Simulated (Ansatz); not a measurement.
An element in the sc structure gives these cold pressures by all-electron LAPW under PBE (Ansatz 0.2.0, scalar-relativistic, no spin polarisation).

| V (Å³/atom) | P (GPa) |
| --- | --- |
| 16.33 | -0.02 |
| 14.70 | 25.0 |
| 13.07 | 70.9 |
| 11.43 | 156.8 |
| 9.80 | 324.0 |
| 8.17 | 672.4 |
| 6.53 | 1482 |

Which element is it?

Rh. Its zero-pressure volume in this structure is near 16.3 Å³/atom; the volume and the steepness of P(V) together point to it, though neighbours can come close. Neighbours weren't tried against these numbers.
